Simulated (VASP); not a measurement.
## Si under changes of volume

One of the cells (20.528 Å³/atom); the others are scaled copies at fixed shape and fractional positions:

```
CELL_PARAMETERS angstrom
3.85669 0.00000 0.00000
-1.92835 3.33999 0.00000
0.00000 0.00000 6.37456
ATOMIC_POSITIONS crystal
Si 0.66667 0.33333 0.93699
Si 0.33333 0.66667 0.43699
Si 0.66667 0.33333 0.56301
Si 0.33333 0.66667 0.06301
```

This isn't the form of Si at room conditions, which is diamond.

```yaml
Program: VASP 6.6.1
Functional: PBEsol
Potentials_or_basis: VASP PAW PBE potentials, release 64 (Si)
Cutoff: 520 eV
k_mesh: 8 × 8 × 4
Occupations: fermi-dirac, width 0.05 eV
Spin: no spin polarisation
```

| volume (Å³/atom) | energy over the lowest point (meV/atom) | pressure (GPa) | gap on the mesh (eV) | largest force (eV/Å) |
| --- | --- | --- | --- | --- |
| 18.918 | ? | ? | ? | ? |
| 19.321 | 6.78 | 3.8 | 0.20 | 0.009 |
| 19.723 | 0.00 | 1.6 | 0.25 | 0.000 |
| 20.528 | 1.42 | -2.1 | 0.34 | 0.016 |
| 20.931 | 8.65 | -3.7 | 0.38 | 0.024 |
| 21.333 | 19.63 | -5.1 | 0.41 | 0.030 |

Problem. What does the run at 18.918 Å³/atom give?

Solution. Energy over the lowest point 19.30 meV/atom; pressure 6.2 GPa; gap on the mesh 0.15 eV; largest force 0.019 eV/Å.

Worked out: A Birch-Murnaghan fit of order 3 (a polynomial in V^(-2/3)) to the other rows has its minimum at 20.06 Å³/atom with B0 = V·E''(V) = 94 GPa and B' = 4.3 at fixed shape and positions, which overstates the stiffness. It gives 19.34 meV/atom at 18.918 Å³/atom, against the run's 19.30, and -dE/dV = 6.2 GPa, against 6.2. A straight line through the other rows of the gap, of slope 2.15 eV per unit of ln V, extrapolates to 0.16 eV, against the run's 0.15.

Energies are extrapolated to zero smearing.

Caveats: the PAW data sets were made with another functional, which shifts forces and pressure a little.

A mesh can miss the band edges.
